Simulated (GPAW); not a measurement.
Runs of GPAW 26.7.0 on CdF2. Symmetry: Fm-3m, No. 225, cubic system. Conventional cell: a = 5.388 Å, b = 5.388 Å, c = 5.388 Å, α = 90.00°, β = 90.00°, γ = 90.00°. Around Cd (site symmetry m-3m) lie 8 F at 2.33 Å. F (site symmetry -43m) has 4 Cd at 2.33 Å as nearest neighbours. 

```tsv
task	level	potentials or basis	k mesh	band path	band points	gap on the mesh (eV)	pressure (GPa)	V0 of scaled cells (Å³/atom)	B0 (GPa)
band structure	PBEsol	PAW data sets generated in the run's folder for this functional, pw	9 × 9 × 9	GXWKGLUWLK,UX	80	2.93	-2.1	-	-
equation of state	LDA	the program's PAW data sets (release 1.2.1) made for this functional, pw	9 × 9 × 9	-	-	-	-	12.38	130
band structure	r2SCAN	GPAW PAW data sets (gpaw-data 1.2.1), pw	9 × 9 × 9	GXWKGLUWLK,UX	80	(a)	(b)	-	-
single point	TB-mBJ	GPAW PAW data sets for LDA (gpaw-data 1.2.1), pw	10 × 10 × 10	-	-	6.59	-	-	-
band structure	LDA	the program's PAW data sets (release 1.2.1) made for this functional, pw	9 × 9 × 9	GXWKGLUWLK,UX	80	2.80	-7.6	-	-
equation of state	PBEsol	PAW data sets generated in the run's folder for this functional, pw	9 × 9 × 9	-	-	-	-	12.97	110
```

Alike in all rows: no spin polarisation; cell as given; cutoff (eV) 800; smearing fermi-dirac 0.05 eV.

Q: Fill in the values left out.

A: (a) 3.79; (b) -1.8.

Caveats: the PAW data sets were made with another functional, which shifts forces and pressure a little (some runs); a model potential gives levels but no total energy (some runs).

A k mesh can miss the band edges, and the runs leave out spin-orbit coupling on Cd.

Runs at the PBE level aren't shown here.
